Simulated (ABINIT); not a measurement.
# Hf (Fm-3m) in ABINIT: further runs, part 2 of 2

ABINIT 10.8.3 (patched build).

## Step 3: Single point, PBEsol (cell relaxed)

File run.abi:

```
pp_dirpath "./"
pseudos "Hf.upf"

acell 3.1276892668 3.1276892668 3.1276892668 Angstrom
rprim
     0.0000000000     0.7071067812     0.7071067812
     0.7071067812     0.0000000000     0.7071067812
     0.7071067812     0.7071067812     0.0000000000
ntypat 1
znucl 72
natom 1
typat 1
xred
     0.0000000000     0.0000000000     0.0000000000
chkprim 0
chksymtnons 0
tolsym 1.0e-6

ecut 789.130201 eV

kptopt 1
ngkpt 8 8 8
nshiftk 1
shiftk 0.0 0.0 0.0

ixc -116133

nband 10
occopt 3
tsmear 0.00183747

nstep 100
tolvrs 1.0e-10

iomode 3
prtwf 0
prtden 0
prteig 0
prtebands 0
```

Potentials or basis: PseudoDojo NC SR PBEsol v0.4.1 standard.

Command:

```
> mpirun --bind-to none -np 4 abinit run.abi > log 2>&1
```

run.abo:

```text
.Version 10.8.3 of ABINIT
 Symmetries : space group Fm -3 m (#225); Bravais cF (face-center cubic)
================================================================================
 Values of the parameters that define the memory need of the present run
     intxc =       0    ionmov =       0      iscf =       7    lmnmax =       8
     lnmax =       8     mgfft =      30  mpssoang =       4    mqgrid =    3001
     natom =       1  nloc_mem =       1    nspden =       1   nspinor =       1
    nsppol =       1      nsym =      48    n1xccc =    2501    ntypat =       1
    occopt =       3   xclevel =       2
       mpw =        1101          nfft =       27000          nkpt =          29
================================================================================
================================================================================

--------------------------------------------------------------------------------
------------- Echo of variables that govern the present computation ------------
--------------------------------------------------------------------------------
 -outvars: echo values of preprocessed input variables --------
            acell      5.9104761212E+00  5.9104761212E+00  5.9104761212E+00 Bohr
              amu      1.78490000E+02
          chkprim           0
      chksymtnons           0
             ecut      2.90000000E+01 Hartree
              ixc     -116133
         kptrlatt        8    0    0      0    8    0      0    0    8
          kptrlen      4.72838090E+01
            natom           1
            nband          10
            ngfft          30      30      30
             nkpt          29
            nstep         100
             nsym          48
           ntypat           1
           occopt           3
           prtden           0
        prtebands           0
           prteig           0
            prtwf           0
            rprim      0.0000000000E+00  7.0710678120E-01  7.0710678120E-01
                       7.0710678120E-01  0.0000000000E+00  7.0710678120E-01
                       7.0710678120E-01  7.0710678120E-01  0.0000000000E+00
          spgroup         225
           tolsym      1.00000000E-06
           tolvrs      1.00000000E-10
           tsmear      1.83747000E-03 Hartree
            typat      1
            znucl       72.00000

================================================================================

 chkinp: Checking input parameters for consistency.

================================================================================
== DATASET  1 ==================================================================

--- !DatasetInfo
iteration_state: {dtset: 1, }
dimensions: {natom: 1, nkpt: 29, mband: 10, nsppol: 1, nspinor: 1, nspden: 1, mpw: 1101, }
cutoff_energies: {ecut:  29.0, pawecutdg:  -1.0, }
electrons: {nelect:   1.20000000E+01, charge:   0.00000000E+00, occopt:   3.00000000E+00, tsmear:   1.83747000E-03, }
meta: {optdriver: 0, ionmov: 0, optcell: 0, iscf: 7, paral_kgb: 0, }
...

 Real(R)+Recip(G) space primitive vectors, cartesian coordinates (Bohr,Bohr^-1):
 R(1)=  0.0000000  4.1793377  4.1793377  G(1)= -0.1196362  0.1196362  0.1196362
 R(2)=  4.1793377  0.0000000  4.1793377  G(2)=  0.1196362 -0.1196362  0.1196362
 R(3)=  4.1793377  4.1793377  0.0000000  G(3)=  0.1196362  0.1196362 -0.1196362
 Unit cell volume ucvol=  1.4599985E+02 bohr^3
 Angles (23,13,12)=  6.00000000E+01  6.00000000E+01  6.00000000E+01 degrees

 getcut: wavevector=  0.0000  0.0000  0.0000  ngfft=  30  30  30
         ecut(hartree)=     29.000   => boxcut(ratio)=   2.09612

--- Pseudopotential description ------------------------------------------------
- pspini: atom type   1  psp file is ./Hf.upf
12 -116133 3 -1 1656                          pspcod,pspxc,lmax,lloc,mmax
     nproj     2     2     2     2

   2.63889691E+02                                ecore*ucvol(ha*bohr**3)
--------------------------------------------------------------------------------

================================================================================

--- !BeginCycle
iteration_state: {dtset: 1, }
solver: {iscf: 7, nstep: 100, nline: 4, wfoptalg: 0, }
tolerances: {tolvrs: 1.00E-10, }
...

     iter   Etot(hartree)      deltaE(h)  residm     vres2
 ETOT  1  -56.364813992862    -5.636E+01 1.720E-01 1.146E+01
 ETOT  2  -56.378573835400    -1.376E-02 1.175E-02 3.698E-01
 ETOT  3  -56.378655398799    -8.156E-05 1.223E-03 1.240E-04
 ETOT  4  -56.378655671806    -2.730E-07 1.811E-03 5.509E-06
 ETOT  5  -56.378655672698    -8.927E-10 1.053E-03 2.204E-08
 ETOT  6  -56.378655672700    -1.776E-12 1.007E-03 2.305E-10
 ETOT  7  -56.378655672702    -1.570E-12 4.385E-04 7.459E-13

 At SCF step    7       vres2   =  7.46E-13 < tolvrs=  1.00E-10 =>converged.

 Cartesian components of stress tensor (hartree/bohr^3)
  sigma(1 1)=  3.29488588E-07  sigma(3 2)=  0.00000000E+00
  sigma(2 2)=  3.29488588E-07  sigma(3 1)=  0.00000000E+00
  sigma(3 3)=  3.29488588E-07  sigma(2 1)=  0.00000000E+00

--- !ResultsGS
iteration_state: {dtset: 1, }
comment   : Summary of ground state results
lattice_vectors:
- [  0.0000000,   4.1793377,   4.1793377, ]
- [  4.1793377,   0.0000000,   4.1793377, ]
- [  4.1793377,   4.1793377,   0.0000000, ]
lattice_lengths: [   5.91048,    5.91048,    5.91048, ]
lattice_angles: [ 60.000,  60.000,  60.000, ] # degrees, (23, 13, 12)
lattice_volume:   1.4599985E+02
convergence: {deltae: -1.570E-12, res2:  7.459E-13, residm:  4.385E-04, diffor: null, }
etotal    :  -5.63786557E+01
entropy   :   0.00000000E+00
fermie    :   3.95641803E-01
cartesian_stress_tensor: # hartree/bohr^3
- [  3.29488588E-07,   0.00000000E+00,   0.00000000E+00, ]
- [  0.00000000E+00,   3.29488588E-07,   0.00000000E+00, ]
- [  0.00000000E+00,   0.00000000E+00,   3.29488588E-07, ]
pressure_GPa:  -9.6939E-03
xred      :
- [  0.0000E+00,   0.0000E+00,   0.0000E+00, Hf]
cartesian_forces: # hartree/bohr
- [ -0.00000000E+00,  -0.00000000E+00,  -0.00000000E+00, ]
force_length_stats: {min:   0.00000000E+00, max:   0.00000000E+00, mean:   0.00000000E+00, }
...

 Integrated electronic density in atomic spheres:
 ------------------------------------------------
 Atom  Sphere_radius  Integrated_density
    1        2.00000          8.47752851
================================================================================

 ----iterations are completed or convergence reached----

 Mean square residual over all n,k,spin=   18.520E-07; max=  43.845E-05
 reduced coordinates (array xred) for    1 atoms
       0.000000000000      0.000000000000      0.000000000000
 rms dE/dt=  0.0000E+00; max dE/dt=  0.0000E+00; dE/dt below (all hartree)
    1       0.000000000000      0.000000000000      0.000000000000

 cartesian coordinates (angstrom) at end:
    1      0.00000000000000     0.00000000000000     0.00000000000000

 cartesian forces (hartree/bohr) at end:
    1     -0.00000000000000    -0.00000000000000    -0.00000000000000
 frms,max,avg= 0.0000000E+00 0.0000000E+00   0.000E+00  0.000E+00  0.000E+00 h/b

 cartesian forces (eV/Angstrom) at end:
    1     -0.00000000000000    -0.00000000000000    -0.00000000000000
 frms,max,avg= 0.0000000E+00 0.0000000E+00   0.000E+00  0.000E+00  0.000E+00 e/A
 length scales=  5.910476121193  5.910476121193  5.910476121193 bohr
              =  3.127689266800  3.127689266800  3.127689266800 angstroms
 Fermi (or HOMO) energy (hartree) =   0.39564   Average Vxc (hartree)=  -0.44199
 Eigenvalues (hartree) for nkpt=  29  k points:
 kpt#   1, nband= 10, wtk=  0.00195, kpt=  0.0000  0.0000  0.0000 (reduced coord)
  -1.86916   -0.70115   -0.70115   -0.70115    0.12559    0.44637    0.44637    0.44637
   0.55352    0.55352
      occupation numbers for kpt#   1
   2.00000    2.00000    2.00000    2.00000    2.00000    0.00000    0.00000    0.00000
   0.00000    0.00000
 prteigrs : prtvol=0 or 1, do not print more k-points.

--- !EnergyTerms
iteration_state     : {dtset: 1, }
comment             : Components of total free energy in Hartree
kinetic             :  1.45133319573221E+01
hartree             :  6.90806805881140E+00
xc                  : -1.41578391004997E+01
Ewald energy        : -3.94931074544322E+01
psp_core            :  1.80746552036105E+00
local_psp           : -2.85727464779990E+01
non_local_psp       :  2.61666446449021E+00
internal            : -5.63781630319461E+01
'-kT*entropy'       : -4.92640755532425E-04
total_energy        : -5.63786556727017E+01
total_energy_eV     : -1.53414137553905E+03
band_energy         : -6.74870780174434E+00
...

 Cartesian components of stress tensor (hartree/bohr^3)
  sigma(1 1)=  3.29488588E-07  sigma(3 2)=  0.00000000E+00
  sigma(2 2)=  3.29488588E-07  sigma(3 1)=  0.00000000E+00
  sigma(3 3)=  3.29488588E-07  sigma(2 1)=  0.00000000E+00

-Cartesian components of stress tensor (GPa)         [Pressure= -9.6939E-03 GPa]
- sigma(1 1)=  9.69388893E-03  sigma(3 2)=  0.00000000E+00
- sigma(2 2)=  9.69388893E-03  sigma(3 1)=  0.00000000E+00
- sigma(3 3)=  9.69388893E-03  sigma(2 1)=  0.00000000E+00

== END DATASET(S) ==============================================================
================================================================================

 -outvars: echo values of variables after computation  --------
            acell      5.9104761212E+00  5.9104761212E+00  5.9104761212E+00 Bohr
           etotal     -5.6378655673E+01
            fcart     -0.0000000000E+00 -0.0000000000E+00 -0.0000000000E+00
            rprim      0.0000000000E+00  7.0710678120E-01  7.0710678120E-01
                       7.0710678120E-01  0.0000000000E+00  7.0710678120E-01
                       7.0710678120E-01  7.0710678120E-01  0.0000000000E+00
           strten      3.2948858783E-07  3.2948858783E-07  3.2948858783E-07
                       0.0000000000E+00  0.0000000000E+00  0.0000000000E+00
 Calculation completed.
```

Wall time 4.2 s (4 MPI ranks of Intel Xeon Platinum 8259CL at 2.50GHz (Skylake/Cascade Lake), shared host); peak memory 0.28 GiB.

What came out:

* Free energy: -1534.1414 eV
* Pressure: 0.0 GPa
* Band gap on the k mesh: none (metal or under the smearing width)
* Valence electrons inside the program's atomic spheres: Hf 8.48 (radii [1.0584] Å)

Levels at points of the mesh, in eV from the Fermi level:
| k point | band 4 | band 5 | band 6 | band 7 | band 8 | band 9 |
| --- | --- | --- | --- | --- | --- | --- |
| (0.00, 0.00, 0.00) | -29.85 | -7.35 | 1.38 | 1.38 | 1.38 | 4.30 |
| (0.50, 0.00, 0.00) | -29.97 | -3.77 | 0.70 | 1.15 | 1.15 | 6.53 |
| (0.50, 0.50, 0.00) | -30.17 | -3.42 | -2.28 | 2.69 | 6.54 | 7.19 |

Spin-orbit coupling is left out, which matters for the levels of Hf.
